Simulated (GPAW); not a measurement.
# Screening of a field by B/Cu(111), part 2 of 2

Wanted: the out-of-plane polarisability of B/Cu(111).

GPAW 26.7.0; GPAW, PAW setups; slab in vacuum, relaxation (the session's first sound run).

So far, dipole along the normal (e·Å): step 2 (relaxing the atoms) -0.0220; step 3 (plane waves, PBE) -0.0219.

## (4) Field on

A uniform field along the normal polarises the slab; the atoms stay fixed, so this is the electronic response alone.

File run.py:

```python
import json
import numpy as np
from ase import Atoms
from gpaw import GPAW, PW
from gpaw.external import ConstantElectricField

slab = Atoms(
    ['Cu', 'Cu', 'Cu', 'Cu', 'B'],
    positions=[
        [0.00000, 0.00000, 9.00000],
        [1.27633, 0.73689, 11.08423],
        [2.55266, 1.47378, 13.18782],
        [0.00000, 0.00000, 15.35404],
        [2.55266, 1.47378, 16.92958]],
    cell=[[2.55266, 0.0, 0.0], [1.27633, 2.21066, 0.0], [0.0, 0.0, 25.83181]],
    pbc=[True, True, False])

slab.calc = GPAW(mode=PW(500), xc='PBE', kpts={'size': (14, 14, 1), 'gamma': True},
                 occupations={'name': 'fermi-dirac', 'width': 0.1}, nbands='200%',
                 convergence={'density': 1e-05}, maxiter=200,
                 poissonsolver={'dipolelayer': 'xy'},
                 external=ConstantElectricField(-0.2, [0, 0, 1]),
                 symmetry={'tolerance': 1e-3}, txt='slab.txt')
result = {}
energy = slab.get_potential_energy()
fermi = slab.calc.get_fermi_level()
v = slab.calc.get_electrostatic_potential().mean((0, 1)) - fermi
n = slab.calc.get_pseudo_density().mean((0, 1))
L = slab.cell[2, 2]
z = np.arange(len(v)) * L / len(v)
low, high = slab.positions[:, 2].min(), slab.positions[:, 2].max()
below, above = np.interp([low - 6.8, high + 6.8], z, v)
slopes = [np.interp(x, z, np.gradient(v, z)) for x in (low - 6.8, high + 6.8)]
eps = np.array([[slab.calc.get_eigenvalues(k, s) for k in range(len(slab.calc.get_ibz_k_points()))]
                for s in range(slab.calc.get_number_of_spins())]) - fermi
top, bottom = eps[eps < 0].max(), eps[eps > 0].min()
dipole = slab.get_dipole_moment()[2]
print(f'energy {energy:.4f} eV, Fermi level {fermi:.4f} eV, dipole {dipole:.5f} e A')
print(f'potential 6.8 A off the faces, from the Fermi level: lower {below:.4f} eV, upper {above:.4f} eV')
print(f'slope of the potential there: lower {slopes[0]:.5f}, upper {slopes[1]:.5f} eV/A')
print(f'nearest levels on the mesh: {top:.4f} and {bottom:.4f} eV')
print('magnetic moment', round(slab.get_magnetic_moment(), 3))
result.update(energy=energy, fermi=fermi, dipole=dipole, below=below, above=above, slopes=slopes, edges=[top, bottom],
              z=z.tolist(), v=v.tolist(), n=n.tolist(), positions=slab.positions.tolist(),
              forces=slab.get_forces(apply_constraint=False).tolist(), moments=slab.get_magnetic_moments().tolist())
json.dump(result, open('result.json', 'w'))
```

Command:

```sh
OMP_NUM_THREADS=1 OPENBLAS_NUM_THREADS=1 python run.py
```

What it wrote:

```text
energy -18.2243 eV, Fermi level -0.0034 eV, dipole -0.08976 e A
potential 6.8 A off the faces, from the Fermi level: lower 3.6887 eV, upper 6.5668 eV
slope of the potential there: lower 0.00002, upper -0.00003 eV/A
nearest levels on the mesh: -0.0661 and 0.0892 eV
magnetic moment 0.0
```

The job ended after 11 min (1 thread of AMD EPYC 9R14 (Zen 4), shared host; peak memory 0.6 GiB).

This step gave:

```
dipole along the normal                                         : -0.08976 e·Å
levels nearest the Fermi level on the mesh                      : -0.06606, 0.08920 eV from the Fermi level
potential below the slab, the applied field's own ramp left out : 3.689 eV from the Fermi level
potential above the slab, the applied field's own ramp left out : 6.567 eV from the Fermi level
```

The electrostatic potential energy of an electron (without an applied field's), less the Fermi level, planar mean oscillates, so the rows of the table below give means over windows of 2.1 Å about each position, cut where the curve ends. Its maxima inside the range that stand out by 2 % of the span (Å: eV): 10.0: -0.616, 12.2: -0.0529, 14.3: 0.536, 16.3: -2.97, 22.2: 6.57. Its minima: 9.0: -19.8, 11.1: -19.5, 13.2: -19.0, 15.3: -19.2, 16.9: -14.5.

The electrostatic potential energy of an electron (without an applied field's), less the Fermi level, planar mean by z; means over each step:

```
z (Å)  electrostatic potential energy of an electron (without an applied field's), less the Fermi level, planar mean (eV)
 1.05                                                                                                                3.82
 3.15                                                                                                                3.69
 5.25                                                                                                                3.68
 7.35                                                                                                                2.04
 9.45                                                                                                               -8.70
11.55                                                                                                               -8.30
13.65                                                                                                               -7.72
15.75                                                                                                               -9.96
17.85                                                                                                             -0.0229
19.95                                                                                                                6.54
22.05                                                                                                                6.57
24.15                                                                                                                6.57
```

Force by atom:

```
atom  x (eV/Å)  y (eV/Å)  z (eV/Å)    size
 Cu1    0.0000    0.0000   -0.0547  0.0547
 Cu2    0.0000    0.0000    0.0616  0.0616
 Cu3    0.0000    0.0000   -0.0093  0.0093
 Cu4    0.0000    0.0000    0.0015  0.0015
  B5    0.0000    0.0000    0.0038  0.0038
```

The dipole is now -0.0898 e Å, against -0.022 in the run without a field.

## (5) In a field

run.py: that of step 4 with these lines changed.

```diff
@@ -21,3 +21,3 @@
                  poissonsolver={'dipolelayer': 'xy'},
-                 external=ConstantElectricField(-0.2, [0, 0, 1]),
+                 external=ConstantElectricField(-0.1, [0, 0, 1]),
                  symmetry={'tolerance': 1e-3}, txt='slab.txt')
```

What it wrote:

```text
energy -18.2170 eV, Fermi level -0.0074 eV, dipole -0.05612 e A
potential 6.8 A off the faces, from the Fermi level: lower 4.2352 eV, upper 6.0345 eV
slope of the potential there: lower 0.00003, upper -0.00003 eV/A
nearest levels on the mesh: -0.0656 and 0.0898 eV
magnetic moment 0.0
```

The job ended after 10 min (1 thread; peak memory 0.6 GiB).

This step gave:

```yaml
dipole_along_the_normal: -0.05612 e·Å
levels_nearest_the_fermi_level_on_the_mesh: -0.06559, 0.08984 eV from the Fermi level
potential_below_the_slab_the_applied_field_s_own_ramp_left_out: 4.235 eV from the Fermi level
potential_above_the_slab_the_applied_field_s_own_ramp_left_out: 6.035 eV from the Fermi level
```

The electrostatic potential energy of an electron (without an applied field's), less the Fermi level, planar mean oscillates, so the rows of the table below give means over windows of 2.1 Å about each position, cut where the curve ends. Its maxima inside the range that stand out by 2 % of the span (Å: eV): 10.0: -0.329, 12.2: 0.0239, 14.3: 0.402, 16.3: -3.31, 22.2: 6.03. Its minima: 9.0: -19.4, 11.1: -19.3, 13.2: -19.1, 15.3: -19.5, 16.9: -14.9.

The electrostatic potential energy of an electron (without an applied field's), less the Fermi level, planar mean by z; means over each step:

```
z (Å)  electrostatic potential energy of an electron (without an applied field's), less the Fermi level, planar mean (eV)
 1.05                                                                                                                4.32
 3.15                                                                                                                4.24
 5.25                                                                                                                4.23
 7.35                                                                                                                2.56
 9.45                                                                                                               -8.36
11.55                                                                                                               -8.16
13.65                                                                                                               -7.80
15.75                                                                                                               -10.2
17.85                                                                                                              -0.499
19.95                                                                                                                6.01
22.05                                                                                                                6.03
24.15                                                                                                                6.03
```

Force by atom:

```
atom  x (eV/Å)  y (eV/Å)  z (eV/Å)    size
 Cu1    0.0000    0.0000   -0.0553  0.0553
 Cu2    0.0000    0.0000    0.0629  0.0629
 Cu3    0.0000    0.0000   -0.0093  0.0093
 Cu4    0.0000    0.0000    0.0029  0.0029
  B5    0.0000    0.0000    0.0024  0.0024
```

The dipole is now -0.0561 e Å, against -0.022 in the run without a field.

## (6) Field on

run.py: that of step 5 with these lines changed.

```diff
@@ -21,3 +21,3 @@
                  poissonsolver={'dipolelayer': 'xy'},
-                 external=ConstantElectricField(-0.1, [0, 0, 1]),
+                 external=ConstantElectricField(-0.05, [0, 0, 1]),
                  symmetry={'tolerance': 1e-3}, txt='slab.txt')
```

What it wrote:

```text
energy -18.2147 eV, Fermi level -0.0099 eV, dipole -0.03927 e A
potential 6.8 A off the faces, from the Fermi level: lower 4.5094 eV, upper 5.7685 eV
slope of the potential there: lower 0.00004, upper -0.00004 eV/A
nearest levels on the mesh: -0.0656 and 0.0900 eV
magnetic moment 0.0
```

Wall time 8 min (1 thread); peak memory 0.6 GiB.

The electrostatic potential energy of an electron (without an applied field's), less the Fermi level, planar mean oscillates, so the rows of the table below give means over windows of 2.1 Å about each position, cut where the curve ends. Its maxima inside the range that stand out by 2 % of the span (Å: eV): 10.0: -0.185, 12.2: 0.0623, 14.3: 0.335, 16.3: -3.48. Its minima: 9.0: -19.2, 11.1: -19.2, 13.2: -19.1, 15.3: -19.6, 16.9: -15.1.

Table of electrostatic potential energy of an electron (without an applied field's), less the Fermi level, planar mean by z; means over each step:

z (Å), electrostatic potential energy of an electron (without an applied field's), less the Fermi level, planar mean (eV) and a bar from the least value:
```
     1.05        4.6 ############################
     3.15        4.5 ############################
     5.25        4.5 ############################
     7.35        2.8 #########################
     9.45       -8.2 ####
    11.55       -8.1 ####
    13.65       -7.8 #####
    15.75      -10.4 
    17.85       -0.7 ##################
    19.95        5.7 ##############################
    22.05        5.8 ##############################
    24.15        5.8 ##############################
```

## (7) In a field

run.py: that of step 6 with these lines changed.

```diff
@@ -21,3 +21,3 @@
                  poissonsolver={'dipolelayer': 'xy'},
-                 external=ConstantElectricField(-0.05, [0, 0, 1]),
+                 external=ConstantElectricField(0.05, [0, 0, 1]),
                  symmetry={'tolerance': 1e-3}, txt='slab.txt')
```

What it wrote:

```text
energy -18.2125 eV, Fermi level -0.0152 eV, dipole -0.00559 e A
potential 6.8 A off the faces, from the Fermi level: lower 5.0587 eV, upper 5.2380 eV
slope of the potential there: lower 0.00003, upper -0.00004 eV/A
nearest levels on the mesh: -0.0654 and 0.0904 eV
magnetic moment 0.0
```

The job ended after 8.9 min (1 thread; peak memory 0.59 GiB).

## (8) Field on

run.py: that of step 7 with these lines changed.

```diff
@@ -21,3 +21,3 @@
                  poissonsolver={'dipolelayer': 'xy'},
-                 external=ConstantElectricField(0.05, [0, 0, 1]),
+                 external=ConstantElectricField(0.1, [0, 0, 1]),
                  symmetry={'tolerance': 1e-3}, txt='slab.txt')
```

What it wrote:

```text
energy -18.2127 eV, Fermi level -0.0182 eV, dipole 0.01121 e A
potential 6.8 A off the faces, from the Fermi level: lower 5.3336 eV, upper 4.9739 eV
slope of the potential there: lower 0.00002, upper -0.00003 eV/A
nearest levels on the mesh: -0.0647 and 0.0909 eV
magnetic moment 0.0
```

Elapsed: 6.5 min, on 1 thread; peak memory 0.6 GiB.

The dipole is now 0.0112 e Å, against -0.022 in the run without a field.

## (9) In a field

run.py: that of step 8 with these lines changed.

```diff
@@ -21,3 +21,3 @@
                  poissonsolver={'dipolelayer': 'xy'},
-                 external=ConstantElectricField(0.1, [0, 0, 1]),
+                 external=ConstantElectricField(0.2, [0, 0, 1]),
                  symmetry={'tolerance': 1e-3}, txt='slab.txt')
```

What it wrote:

```text
energy -18.2156 eV, Fermi level -0.0250 eV, dipole 0.04495 e A
potential 6.8 A off the faces, from the Fermi level: lower 5.8865 eV, upper 4.4452 eV
slope of the potential there: lower 0.00005, upper -0.00004 eV/A
nearest levels on the mesh: -0.0645 and 0.0913 eV
magnetic moment 0.0
```

Wall time 8.3 min (1 thread); peak memory 0.6 GiB.

The dipole is now 0.0449 e Å, against -0.022 in the run without a field.

## (10) In a field

run.py: that of step 9 with these lines changed.

```diff
@@ -21,3 +21,3 @@
                  poissonsolver={'dipolelayer': 'xy'},
-                 external=ConstantElectricField(0.2, [0, 0, 1]),
+                 external=ConstantElectricField(0.3, [0, 0, 1]),
                  symmetry={'tolerance': 1e-3}, txt='slab.txt')
```

What it wrote:

```text
energy -18.2218 eV, Fermi level -0.0328 eV, dipole 0.07869 e A
potential 6.8 A off the faces, from the Fermi level: lower 6.4415 eV, upper 3.9180 eV
slope of the potential there: lower 0.00009, upper -0.00005 eV/A
nearest levels on the mesh: -0.0642 and 0.0917 eV
magnetic moment 0.0
```

The job ended after 10 min (1 thread; peak memory 0.59 GiB).

The dipole is now 0.0787 e Å, against -0.022 in the run without a field.

## (11) The series

The members are put on one axis.

This step: induced dipole against applied field (GPAW 26.7.0).

The dipole along the normal by field:

```
field (V/Å)  dipole along the normal (e·Å)
     -0.200                        -0.0898
     -0.100                        -0.0561
     -0.050                        -0.0393
      0.000                        -0.0219
      0.050                       -0.00559
      0.100                         0.0112
      0.200                         0.0449
      0.300                         0.0787
```

## (12) A changed run

One more run, with changed settings.

This step: GPAW, PAW setups; slab in vacuum (GPAW 26.7.0).

run.py: that of step 10 with these lines changed.

```diff
@@ -3,4 +3,3 @@
 from ase import Atoms
-from gpaw import GPAW, PW
-from gpaw.external import ConstantElectricField
+from gpaw import GPAW
 
@@ -17,7 +16,6 @@
 
-slab.calc = GPAW(mode=PW(500), xc='PBE', kpts={'size': (14, 14, 1), 'gamma': True},
+slab.calc = GPAW(mode='fd', h=0.4, xc='PBE', kpts={'size': (14, 14, 1), 'gamma': True},
                  occupations={'name': 'fermi-dirac', 'width': 0.1}, nbands='200%',
-                 convergence={'density': 1e-05}, maxiter=200,
+                 convergence={'density': 1e-05}, maxiter=50,
                  poissonsolver={'dipolelayer': 'xy'},
-                 external=ConstantElectricField(0.3, [0, 0, 1]),
                  symmetry={'tolerance': 1e-3}, txt='slab.txt')
```

What it wrote:

```text
ValueError: Cannot construct interpolator.  Grid 4 x 4 x 64 may be too small
```

It took 0.71 s on 1 thread; peak memory 0.11 GiB.

The program refused the input before any cycle.

The program's message: “ValueError: Cannot construct interpolator. Grid 4 x 4 x 64 may be too small”

The change that led to it: mode = "fd" and h = 0.4.

## (13) Results

```json
{
  "work function, upper and lower face": "5.505 and 4.785 eV",
  "dipole along the normal": "-0.0219 e Å",
  "induced dipole per field": "0.337 e Å per V/Å",
  "out-of-plane polarisability per area, α/(ε0 A)": "10.8 Å"
}
```

What this shows: The field induces 0.337 e Å per V/Å, a polarisable thickness α/(ε0 A) of 10.8 Å beside 7.93 Å between the outermost nuclei. A perfect conductor would give the distance between its two image planes; a dielectric of thickness t gives t(1 - 1/ε). The two faces differ by 0.72 eV, the step that the slab's dipole makes (e p/(ε0 A) gives 0.70 eV), so the dipole layer is needed. The induced dipole is linear in the field over this range. The cell of 5.64 Å² holds one B, started on one chosen site; other sites and coverages weren't tried. The in-plane lattice was kept as typed, which isn't the functional's own and leaves some strain; spin-orbit coupling and temperature are left out.

[Logs are printed without paths, hosts, clocks, repeated set-up lines and the standing remarks that a program may print on its own settings, such as how far it seeks lower states.]

[Hosts, paths, dates, database ids (printed as entryN), source tags and the programs' standing remarks are cut or masked in the printed files.]
